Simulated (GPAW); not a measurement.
Runs of GPAW 26.7.0 on Bi. Symmetry: R-3m, No. 166, trigonal system. The conventional cell has a = 4.535 Å, b = 4.535 Å, c = 11.814 Å, α = 90.00°, β = 90.00°, γ = 120.00°. Bi (site symmetry 3m) has 6 Bi at 3.06 to 3.52 Å as nearest neighbours. 

```tsv
task	level	potentials or basis	spin	k mesh	cutoff (eV)	maxiter	band path	band points	spin axis theta (degrees)	spin axis phi (degrees)	pressure (GPa)	V0 of scaled cells (Å³/atom)	B0 (GPa)	largest force (eV/Å)
band structure	vdW-DF	GPAW PAW data sets (gpaw-data 1.2.1), pw	SOC, no magnetisation	5 × 5 × 5	600	150	GLB1,BZGX,QFP1Z,LP	80	90	0	-	-	-	(b)
band structure	WC	PAW data sets generated in the run's folder for this functional, pw	SOC, no magnetisation	5 × 5 × 5	600	150	GLB1,BZGX,QFP1Z,LP	100	90	45	-0.5	-	-	0.02
equation of state	PBE	PAW data sets generated in the run's folder for this functional, pw	off	5 × 5 × 5	600	150	-	-	-	-	-	(c)	44	-
equation of state	PBEsol	PAW data sets generated in the run's folder for this functional, pw	off	7 × 7 × 7	600	150	-	-	-	-	-	34.77	50	-
band structure	PBE	GPAW PAW data sets (gpaw-data 1.2.1), pw	SOC, no magnetisation	5 × 5 × 5	600	150	GLB1,BZGX,QFP1Z,LP	60	0	0	1.9	-	-	0.07
band structure	LDA	the program's PAW data sets (release 1.2.1) made for this functional, pw	off	6 × 6 × 6	600	150	GLB1,BZGX,QFP1Z,LP	60	-	-	-1.6	-	-	(d)
equation of state	PBE	GPAW PAW data sets (gpaw-data 1.2.1), pw	off	7 × 7 × 7	600	150	-	-	-	-	-	36.59	(a)	-
```

Alike in all rows: cell as given; smearing fermi-dirac 0.05 eV.

**Question.** Fill in the values left out.

**Answer.** (a) 43; (b) 0.21; (c) 36.48; (d) 0.05.

Caveats: spin-orbit coupling was added after a scalar SCF, so levels and gaps hold it while energy, forces, pressure and moments don't (some runs); the cell was scaled at fixed shape and fractional positions, which overstates the stiffness of a crystal with free parameters, most of all of layers and chains (some runs); the PAW data sets were made with another functional, which shifts forces and pressure a little (some runs).

Not every run made on this cell is shown here.
